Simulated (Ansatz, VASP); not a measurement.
# Au in VASP and in Ansatz

```
Au
1.0
     0.00000    2.06520    2.06520
     2.06520    0.00000    2.06520
     2.06520    2.06520    0.00000
Au
1
Cartesian
  0.0000 0.0000 0.0000
```

Alike in both runs: task single point; functional PBE; k mesh 20 × 20 × 20; occupations fermi-dirac, width 0.15 eV; no spin polarisation.

|  | VASP | Ansatz |
| --- | --- | --- |
| version | VASP 6.6.1 | Ansatz 0.2.0 |
| potentials or method | VASP PAW PBE potentials, release 64 (Au) | scalar-relativistic, plane waves, PAW |
| plane-wave cutoff (eV) | 520 | 420 |
| valence electrons in the cell | 11 | 19 |

|  | VASP | Ansatz | Ansatz less VASP |
| --- | --- | --- | --- |
| gap on the k mesh at the Fermi level (eV) | none | none | - |
| pressure (GPa) | 2.8 | 3.0 | +0.18 |

A gap of «none» marks a metal or a gap that the smearing closes. With one functional, cell and mesh, what is left measures potentials, basis and numerics. The two sets of potentials don't hold the same shells in valence.

Spin-orbit coupling is left out, which matters for the levels of Au.
